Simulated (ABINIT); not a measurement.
Runs of ABINIT 10.8.3 (patched build) on MgO. It takes space group P-6m2 (No. 187, hexagonal). The conventional cell has a = 2.938 Å, b = 2.938 Å, c = 2.680 Å, α = 90.00°, β = 90.00°, γ = 120.00°. Mg (site symmetry -6m2) is surrounded by 6 O at 2.16 Å. O (site symmetry -6m2) is surrounded by 6 Mg at 2.16 Å. Measurements of this composition are mostly on another form, of space group No. 225.

| potentials or basis | cutoff (eV) | fine-grid cutoff | gap on the mesh (eV) | pressure (GPa) |
| --- | --- | --- | --- | --- |
| PseudoDojo NC SR PBE v0.5 standard | 1143 | - | 3.04 | -0.2 |
| JTH PAW PBE v2.0 | 626 | 1224.51 eV | 3.01 | 0.1 |
| SPMS NC PBE v1.0 | 1088 | - | 3.04 | (a) |
| SG15 NC PBE v1.2 | 1143 | - | 3.03 | -0.2 |
| PseudoDojo NC SR PBE v0.4 stringent | 1252 | - | 3.03 | 0.0 |
| PseudoDojo NC SR PBE v0.5 stringent | 1252 | - | 3.03 | 0.0 |
| Ansatz NC PBE | 1252 | - | 3.03 | 0.0 |
| PseudoDojo NC SR PBE v0.4.1 standard | 1143 | - | 3.04 | -0.2 |

Alike in all rows: task band structure; level PBE; no spin polarisation; cell as given; k mesh 10 × 10 × 10; smearing fermi-dirac 0.05 eV.

**Question.** Fill in the values left out.

**Answer.** (a) -0.4.

